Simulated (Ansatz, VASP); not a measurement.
**Ta4C3: VASP beside Ansatz**

```
Ta C
1.0
     4.40260    0.00000    0.00000
     0.00000    4.40260    0.00000
     0.00000    0.00000    4.40260
Ta C
4 3
Direct
  0.00000 0.50000 0.50000
  0.50000 0.00000 0.50000
  0.50000 0.50000 0.00000
  0.00000 0.00000 0.00000
  0.50000 0.00000 0.00000
  0.00000 0.50000 0.00000
  0.00000 0.00000 0.50000
```

The cell comes from a database or a generator and needn't be the stable form of this composition.

Alike in both runs: task single point; functional PBEsol; k mesh 8 × 8 × 8; occupations gaussian, width 0.15 eV; no spin polarisation.

|  | VASP | Ansatz |
| --- | --- | --- |
| version | VASP 6.6.1 | Ansatz 0.2.0 |
| potentials or method | VASP PAW PBE potentials, release 64 (Ta_pv, C) | scalar-relativistic, plane waves, PAW |
| plane-wave cutoff (eV) | 520 | 420 |
| valence electrons in the cell | 56 | 64 |

```tsv
	VASP	Ansatz	Ansatz less VASP
gap on the k mesh at the Fermi level (eV)	none	none	-
pressure (GPa)	0.7	0.0	-0.68
```

A gap of «none» marks a metal or a gap that the smearing closes. The two sets of potentials don't hold the same shells in valence.

Caveats: the PAW data sets were made with another functional, which shifts forces and pressure a little (VASP). The runs have no spin-orbit coupling, so splittings on Ta are missing.
